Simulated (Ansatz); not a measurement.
A (111) slab of relaxed bulk Cu (Fm-3m, 11.96 Å³/atom, gap on the mesh 0.00 eV), 4 planes in a 6×1 cell with the lowest 2 held; added atoms sit on lattice sites of the next plane. A dipole correction is on. The surface energy is the mean of the held and the free face; step energies are per length and the mean of the stripe's two steps, which run along the shortest translation of the plane; step and island energies count from the flat slab and bulk atoms.

Level of theory: Ansatz, DFT PBE, scalar-relativistic, plane waves, PAW.

Plane waves to 420 eV, a k mesh through Γ of 3×18×1 on the computed 26-atom cell and Gaussian smearing (0.10 eV); no spin polarisation.

Start (stripe of 2 atoms):

```yaml
crystal:
  lattice:
    - [15.39972, 0.00000, 0.00000]
    - [-1.28331, 2.22276, 0.00000]
    - [0.00000, 0.00000, 20.38254]
  atoms:
    - { symbol: Cu, position: [0.00000, 0.00000, 0.07359] }
    - { symbol: Cu, position: [0.05556, 0.66667, 0.17641] }
    - { symbol: Cu, position: [0.11111, 0.33333, 0.27922] }
    - { symbol: Cu, position: [0.16667, 0.00000, 0.07359] }
    - { symbol: Cu, position: [0.22222, 0.66667, 0.17641] }
    - { symbol: Cu, position: [0.27778, 0.33333, 0.27922] }
    - { symbol: Cu, position: [0.33333, 0.00000, 0.07359] }
    - { symbol: Cu, position: [0.38889, 0.66667, 0.17641] }
    - { symbol: Cu, position: [0.44444, 0.33333, 0.27922] }
    - { symbol: Cu, position: [0.50000, 0.00000, 0.07359] }
    - { symbol: Cu, position: [0.55556, 0.66667, 0.17641] }
    - { symbol: Cu, position: [0.61111, 0.33333, 0.27922] }
    - { symbol: Cu, position: [0.66667, 0.00000, 0.07359] }
    - { symbol: Cu, position: [0.72222, 0.66667, 0.17641] }
    - { symbol: Cu, position: [0.77778, 0.33333, 0.27922] }
    - { symbol: Cu, position: [0.83333, 0.00000, 0.07359] }
    - { symbol: Cu, position: [0.88889, 0.66667, 0.17641] }
    - { symbol: Cu, position: [0.94444, 0.33333, 0.27922] }
    - { symbol: Cu, position: [0.00000, 0.00000, 0.38204] }
    - { symbol: Cu, position: [0.16667, 0.00000, 0.38204] }
    - { symbol: Cu, position: [0.33333, 0.00000, 0.38204] }
    - { symbol: Cu, position: [0.50000, 0.00000, 0.38204] }
    - { symbol: Cu, position: [0.66667, 0.00000, 0.38204] }
    - { symbol: Cu, position: [0.83333, 0.00000, 0.38204] }
    - { symbol: Cu, position: [0.05556, 0.66667, 0.48485] }
    - { symbol: Cu, position: [0.22222, 0.66667, 0.48485] }
```

**Question.** Give the relaxed structure and its energy.

**Answer.** The free energy falls by 3 meV/atom.

* step energy (meV/Å): 103
* gap on the mesh (eV): 0

Relaxed structure:
```xyz
26
Lattice="15.3997 0.0000 0.0000 -1.2833 2.2228 0.0000 0.0000 0.0000 20.3825" Properties=species:S:1:pos:R:3 pbc="T T T"
Cu    0.0000    0.0000    1.5000
Cu    0.0000    1.4818    3.5956
Cu    1.2785    0.7381    5.6627
Cu    1.2833    2.2228    1.5000
Cu    2.5666    1.4818    3.5956
Cu    3.8550    0.7438    5.6739
Cu    3.8499    2.2228    1.5000
Cu    5.1332    1.4818    3.5956
Cu    6.4146    0.7398    5.6779
Cu    6.4165    2.2228    1.5000
Cu    7.6999    1.4818    3.5956
Cu    8.9857    0.7424    5.6638
Cu    8.9832    2.2228    1.5000
Cu   10.2665    1.4818    3.5956
Cu   11.5551    0.7440    5.6749
Cu   11.5498    2.2228    1.5000
Cu   12.8331    1.4818    3.5956
Cu   14.1138    0.7394    5.6653
Cu   -0.0585   -0.0338    7.7495
Cu    2.5852    0.0107    7.7019
Cu    5.1793    0.0266    7.7925
Cu    7.7202    0.0118    7.7384
Cu   10.2639   -0.0015    7.7317
Cu   12.8091   -0.0139    7.7625
Cu    0.0208    1.4939    9.7159
Cu    2.5210    1.4555    9.7282
```

Small energy differences in metals hang on the k mesh (about 10 mJ/m² or 1 to 2 meV/atom on the mesh of the relaxation).

Time: 32 min on 4 threads of AMD EPYC (Zen 3), on a shared host, peak memory 5.5 GiB.